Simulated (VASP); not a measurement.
Here is a VASP 6.6.1 calculation.

File POSCAR:

```
Si
1.0
   -0.0000000000      2.6581074041      2.6581074041
    2.6581074041      0.0000000000      2.6581074041
    2.6581074041      2.6581074041      0.0000000000
  Si
     2
Direct
     0.7500000000000000    0.7500000000000000    0.7500000000000000
     0.5000000000000000    0.5000000000000000    0.5000000000000000
```

File INCAR.step1:

```
PREC     = Accurate       # precision mode
ENCUT    = 600            # plane-wave cutoff, eV
EDIFF    = 1E-8           # SCF threshold, eV
ISMEAR   = 0              # smearing method
SIGMA    = 0.03           # smearing width, eV
LREAL    = F              # projectors in reciprocal space
LASPH    = T              # aspherical terms in the spheres
NELM     = 80             # most SCF steps
ALGO     = Normal         # electronic algorithm
ISIF     = 3              # what is computed and relaxed
LWAVE    = F              # write WAVECAR
LCHARG   = F              # write CHGCAR
METAGGA  = R2SCAN         # meta-GGA
LMIXTAU  = T            
PSTRESS  = 77.5         
IBRION   = 2              # ionic algorithm
NSW      = 40             # ionic steps
EDIFFG   = -0.002         # ionic threshold
```

The input INCAR.step2:

```
PREC     = Accurate       # precision mode
ENCUT    = 600            # plane-wave cutoff, eV
EDIFF    = 1E-8           # SCF threshold, eV
ISMEAR   = 0              # smearing method
SIGMA    = 0.03           # smearing width, eV
LREAL    = F              # projectors in reciprocal space
LASPH    = T              # aspherical terms in the spheres
NELM     = 80             # most SCF steps
ALGO     = Normal         # electronic algorithm
ISIF     = 3              # what is computed and relaxed
LWAVE    = F              # write WAVECAR
LCHARG   = F              # write CHGCAR
METAGGA  = R2SCAN         # meta-GGA
LMIXTAU  = T            
PSTRESS  = 77.5         
IBRION   = 6              # ionic algorithm
NFREE    = 2            
POTIM    = 0.015          # step
NSW      = 1              # ionic steps
```

KPOINTS

```
Automatic mesh
0
Gamma
  10 10 10
```

Potentials or basis: VASP PAW PBE potentials, release 64 (Si).

Launch:

```console
$ cat potpaw_PBE.64/Si/POTCAR > POTCAR
$ cp INCAR.step1 INCAR
$ mpirun -np 1 vasp_std > vasp.out
$ cp CONTCAR POSCAR
$ cp INCAR.step2 INCAR
$ mpirun -np 1 vasp_std > vasp.out
```

Q: What does it give for the elastic constants C11, C12, C44?

A: 192, 85, 87 GPa.

Q: What does it give for the Voigt bulk modulus?

A: 121 GPa.

Q: Estimate the highest phonon frequency at Γ.

A: 555 cm⁻¹.

Phonon frequencies in cm⁻¹ (negative: imaginary):
```csv
q point,frequencies
"(0.000, 0.000, 0.000)",0 0 0 555 555 555
```

Caveat: the PAW data sets were made with another functional, which shifts forces and pressure a little.
